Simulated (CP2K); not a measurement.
Ga:

```
CELL_PARAMETERS angstrom
3.02901 0.00000 0.00000
0.49806 2.98778 0.00000
-1.76353 -1.49389 1.95784
ATOMIC_POSITIONS crystal
Ga 0.00000 0.00000 0.00000
```

This isn't the form of Ga at room conditions, which is orthorhombic.

Base run:

```yaml
Program: CP2K 2026.2
Functional: RPBE
Potentials_or_basis: POTENTIAL_UZH Ga GTH-PBE-q13; TZVP-MOLOPT-PBE-GTH basis
Density_cutoff: 6123 eV
k_mesh: 13 × 13 × 13
Occupations: gaussian, width 0.05 eV
Spin: no spin polarisation
```

Its results: band gap on the k mesh none (metal or under the smearing width); pressure 5.6 GPa.

Question: The run is repeated on the same cell with these changes: dispersion from none to D4. What comes out?

Answer: Band gap on the k mesh none (metal or under the smearing width); pressure -2.3 GPa.

Dispersion adds attraction, which lowers the pressure at fixed volume and, as a term added to the energy, leaves the levels alone.

Caveats: the potentials were made for another functional, which shifts forces and pressure; the basis of atomic orbitals isn't converged, which shifts pressures, moduli and gaps; pairwise dispersion overbinds metals, which lowers pressure and volume (some runs).
